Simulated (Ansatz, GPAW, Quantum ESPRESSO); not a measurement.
Co: 4 runs at one level of theory

```
CELL_PARAMETERS angstrom
2.47200 0.00000 0.00000
-1.23600 2.14081 0.00000
0.00000 0.00000 4.02114
ATOMIC_POSITIONS crystal
Co 0.66667 0.33333 0.75000
Co 0.33333 0.66667 0.25000
```

Alike in all runs: task band structure; functional PBEsol; k mesh 12 × 12 × 7; occupations fermi-dirac, width 0.05 eV; collinear spin, ferromagnetic start; no spin-orbit coupling. Pressure is positive in compression and, in plane waves, holds the error of the finite cutoff.

```json
{"program and potentials": "Quantum ESPRESSO, GBRV 1.5 PBEsol", "plane-wave cutoff (eV)": "762", "notes": "17 valence electrons an atom on average", "pressure (GPa)": "-5.39", "net moment per atom (μB)": "1.65"}
{"program and potentials": "Ansatz, all-electron LAPW, scalar-relativistic", "plane-wave cutoff (eV)": "-", "notes": "-", "pressure (GPa)": "-5.84", "net moment per atom (μB)": "1.60"}
{"program and potentials": "GPAW, PAW data sets generated for this functional", "plane-wave cutoff (eV)": "600", "notes": "9 valence electrons an atom on average", "pressure (GPa)": "-5.33", "net moment per atom (μB)": "1.60"}
{"program and potentials": "Quantum ESPRESSO, PseudoDojo 0.4.1 SR PBEsol standard", "plane-wave cutoff (eV)": "1306", "notes": "17 valence electrons an atom on average", "pressure (GPa)": "-5.66", "net moment per atom (μB)": "1.60"}
```

The pressure spans -5.84 (Ansatz, all-electron LAPW, scalar-relativistic) to -5.33 GPa (GPAW, PAW data sets generated for this functional), with all-electron results at -5.84. The net moment per atom spans 1.60 (GPAW, PAW data sets generated for this functional) to 1.65 μB (Quantum ESPRESSO, GBRV 1.5 PBEsol), with all-electron results at 1.60. The state is the one that the start led to, which needn't be the lowest.

Differences between rows come from potentials, basis sets and numerical settings, since the functional is the same but for its coding. Runs on potential files found faulty are left out.
